**Question**

I slid one half of an anatase crystal over the other along a (001) plane, with all atoms held rigid. The slip is given as a fraction of the cell edge b, so a slip of 1 would restore the crystal. The fault energy is the cost per area of the plane, the shear traction is its slope along the slide, and the gap on mesh is the smallest band gap at the sampled k points. The undisturbed crystal has space group I4_1/amd, and the slide lowers this symmetry.

Ansatz 0.2.0, PBEsol with plane-wave PAW, scalar-relativistic, no spin polarisation, 420 eV cutoff, 7×7×3 k mesh, Gaussian smearing of 0.05 eV. Anatase TiO2 (undisturbed 12-atom cell, a = 3.771, c = 9.546 Å) is slid rigidly across a (001) plane with slip vector b, one fault per cell, unrelaxed; fault energies are relative to the undisturbed crystal.

```
slip (fraction of the slip vector)  fault energy (mJ/m²)  shear traction (GPa (slope of the fault energy along the slip))  gap on mesh (eV)
                                 0                     0                                                             0.00             2.104
                               0.1                   741                                                            38.83             1.947
                               0.2                  2781                                                            65.09             0.931
                               0.3                  5286                                                            65.19             0.062
                               0.4                  7464                                                            49.06             0.000
                               0.5                  8732                                                             0.00             0.000
```

1. The traction is zero at slip 0.5. Is that a stable fault?
2. Why does the slide cost so much?
3. Isn't that simply the price of broken Ti–O bonds?
4. What would change if I slid along a instead of b?
5. Can I estimate the traction from the height of the hill alone?
6. Why does the band gap vanish?
7. Which digits can I trust?

**Answer**

**1. A stable fault?** No, slip 0.5 is the top of the hill. By symmetry a slip of 0.6 gives the same crystal as 0.4, so the energy falls equally on both sides and its slope must vanish in between. The energy rises at every step up to this point, and the scan shows no dip in which a fault could rest.

**2. Why so costly?** The slide brings like ions face to face. In the undisturbed crystal each oxygen at the cut has a titanium straight across from it, while the nearest oxygen on the other side is offset sideways, 2.46 Å away. Half a vector later oxygen sits directly over oxygen at 1.58 Å, and titanium over titanium at 2.39 Å. Two oxide ions have filled shells and equal charges, so they resist such an approach strongly, at least until their electrons rearrange near the top (see answer 6). In this rigid scan the layers cannot move apart to avoid it.

**3. Broken bonds?** They contribute, but they are probably not the main cost. Pulling anatase fully apart at this plane breaks every bond across it, yet takes only roughly 2 J/m² (a rough recalled value). The top of the hill is about four times that.

The forces at slip 0.3 point the same way. The oxygen at the cut is pushed back sideways with 5.3 eV/Å, the titanium with only 0.5 eV/Å. A stretched Ti–O bond pulls equally hard on both its ends, and the two sides of the cut are equivalent. If such bonds supplied most of the resistance, titanium would therefore feel about as much of it as oxygen does. This reasoning treats the forces as acting between pairs of atoms, which is a simplification, but the tenfold difference suggests that the larger part of the resistance is oxygen pushing against oxygen.

**4. Along a instead?** At this same cut, half a vector along a would stretch the Ti–O bonds exactly as much, to 2.74 Å. The oxygens at the two faces, however, would move apart, to 3.10 Å instead of closing to 1.58 Å. The closest O–O contact across the cut would then be 2.39 Å, to an oxygen one level deeper, which is only slightly shorter than the 2.46 Å of the undisturbed crystal. That slide should therefore cost much less. The distances follow from the crystal structure, but the energy of that path was not calculated.

**5. Traction from the height?** Yes, roughly. The energy must repeat after every full vector and be symmetric about the half, and the simplest curve that does so is Frenkel's:

fault energy = H sin²(πs)

Here s is the slip and H the height of the hill. The steepest slope, at s = ¼, is πH/b. With H = 8.73 J/m² and b = 3.77 Å this gives 7.3 J/m² per Å, which is 73 GPa.

The largest traction in the table is 65 GPa, so the estimate is about 12 % too high. The true peak probably lies between slips 0.2 and 0.3, where there is no row, so the real error may be a little smaller. The height comes from the row at 0.5, which is therefore no test of the curve.

The way the curve fails is instructive. A sine-shaped hill is equally steep at 0.1 and 0.4, but the computed traction is about a quarter larger at 0.4. The real hill is sharper near its top, as one would expect if the repulsion grows steeply at close range. The output below compares the curve with every row.

**6. Why does the gap vanish?** The likely reason is that the oxygens facing each other push a filled level up across the gap. In anatase the filled states are mainly oxygen 2p and the lowest empty ones titanium 3d. When two oxide ions are pressed together, the antibonding combination of their 2p orbitals rises in energy. The titanium ions also approach each other, which may lower some 3d levels and narrow the gap further. Once the oxygen level passes the 3d levels, its electrons can move to titanium. What would remain is a pair like that in a peroxide, where the O–O distance is typically about 1.5 Å.

The forces carry a hint of this change. From slip 0.3 to 0.5 the oxygens still approach each other, yet the force driving the oxygen away from the cut falls by almost half, from 5.0 to 2.7 eV/Å. Two closed shells would push harder as they came closer, whereas a forming bond weakens the push. To settle the matter one would need the charges on the atoms or the density of states, and neither is available here.

The slip at which the gap closes is uncertain. At 0.3 the gap is only 0.06 eV, about the width of the smearing, and the k mesh may miss the true band edges. PBEsol also makes gaps too small, so a method with a wider gap could keep the crystal insulating further along the slide.

**7. Which digits?** For this rigid path, read the top as 8.7 J/m² at best. Smearing shifts it by only about 8 mJ/m², but no test of the k mesh or the cutoff is given here, and the faults repeat every 9.5 Å, close enough that they may affect each other. The whole scan also ran without spin. In the rows without a gap, electrons on titanium might lower the energy by forming magnetic moments. In addition, PBEsol ran here on PAW datasets made for PBE, which adds an error of unknown size.

For a real fault even the first digit is open. At slip 0.5 the titanium and oxygen at the cut are driven away from it with 5.2 and 2.7 eV/Å, so the crystal would open there if it could. Letting the atoms and the layer spacing relax can only lower the energy, which makes these values upper limits for this path within PBEsol. By the same token, 65 GPa describes a crystal with frozen layers and should not be used as the shear strength of anatase.

Numerical output:

```
Distances across the cut in angstrom:
  row    O-O  Ti-Ti   Ti-O
  0.0  2.458  3.041  1.982
  0.1  2.182  2.823  2.017
  0.2  1.941  2.641   2.12
  0.3  1.748  2.503  2.282
  0.4  1.622  2.416   2.49
  0.5  1.577  2.387  2.735
Steps and sine hill:
  row  energy step mJ/m2  sine hill mJ/m2  sine excess %  gap step eV
  0.0                n/a                0              0          n/a
  0.1                741            833.8          12.53       -0.157
  0.2               2040             3017           8.48       -1.016
  0.3               2505             5715          8.119       -0.869
  0.4               2178             7898          5.817       -0.062
  0.5               1268             8732              0            0
Forces on the atoms at the cut in eV/angstrom:
  row  O sideways  O outward  Ti sideways  Ti outward
  0.0           0    -0.0029            0           0
  0.1       3.045     0.5744       0.3193      0.5012
  0.2       5.309       2.79       0.3485       1.673
  0.3       5.279      5.001       0.4995       2.491
  0.4       3.608      3.607       0.8872       3.512
  0.5      0.0006      2.728      -0.0002       5.194
Smallest share of face O in the traction from slip 0.1 to 0.4, %: 82.86
Largest share of face O in the traction from slip 0.1 to 0.4, %: 91.91
Steepest slope of the sine hill, GPa: 72.75
Largest traction in the table, GPa: 65.19
Traction at 0.4 over traction at 0.1: 1.263
Top of the hill over a rough recalled 2000 mJ/m2 for separation: 4.366
Energy at slip 0.3 over the same rough 2000 mJ/m2: 2.643
Fall of the outward force on face O from slip 0.3 to 0.5, %: 45.46
O-O distance after half a vector along a instead, angstrom: 3.098
Ti-Ti distance after half a vector along a instead, angstrom: 3.578
Effect of smearing on the energy at slip 0.5, mJ/m2: 7.792
```
